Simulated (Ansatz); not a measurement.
Isolated molecules relaxed with PBE0-D4/def2-TZVP in Ansatz; ΔE leaves out vibrations. CBS: MP2 limit from def2 TZ/QZ plus the TZ coupled-cluster correction, frozen cores. DFT in def2-TZVPP. Elements past krypton have def2 core potentials. For Sn outer-core shells are correlated without core-valence functions, which leaves a few kJ/mol of doubt a bond. Each species was taken in one conformer, which may not be the lowest.

`[NH2][SnH]([F])[O][SiH3]` + `N=C(N)O` → `N=C(N)O[SiH3]` + `[NH2][SnH]([OH])[F]`  (ligand exchange at the Si–O bond)

**Question.** Is it downhill or uphill in electronic energy at CCSD(T)/CBS, and by how much? (Estimate.)

**Answer.** The calculation gave: Uphill: ΔE = +22.6 kJ/mol.

**Question.** What do these levels give: r2SCAN-D4, PBE0-D4, B2PLYP, PBE, r2SCAN, PBE0, CCSD(T)/def2-TZVPP, HF/def2-QZVPP, MP2/def2-QZVPP, SCS-MP2/def2-QZVPP, MP2/CBS(def2), CCSD/CBS(def2)? (Estimate.)

**Answer.** Ansatz gave: r2SCAN-D4 20.3, PBE0-D4 20.5, B2PLYP 21.3, PBE 17.0, r2SCAN 20.3, PBE0 20.5, CCSD(T)/def2-TZVPP 22.5, HF/def2-QZVPP 31.2, MP2/def2-QZVPP 22.3, SCS-MP2/def2-QZVPP 23.6, MP2/CBS(def2) 22.1, CCSD/CBS(def2) 24.0 kJ/mol.

Largest T1 diagnostic among the species: 0.014.

In def2-TZVPP, CCSD(T) changes the Hartree–Fock value by −8.0 kJ/mol (the triples alone add −1.4 kJ/mol) and MP2 by −8.4 kJ/mol. From PBE to PBE0 (25 % exact exchange), in def2-TZVPP and without D4, ΔE moves by +3.5 kJ/mol.
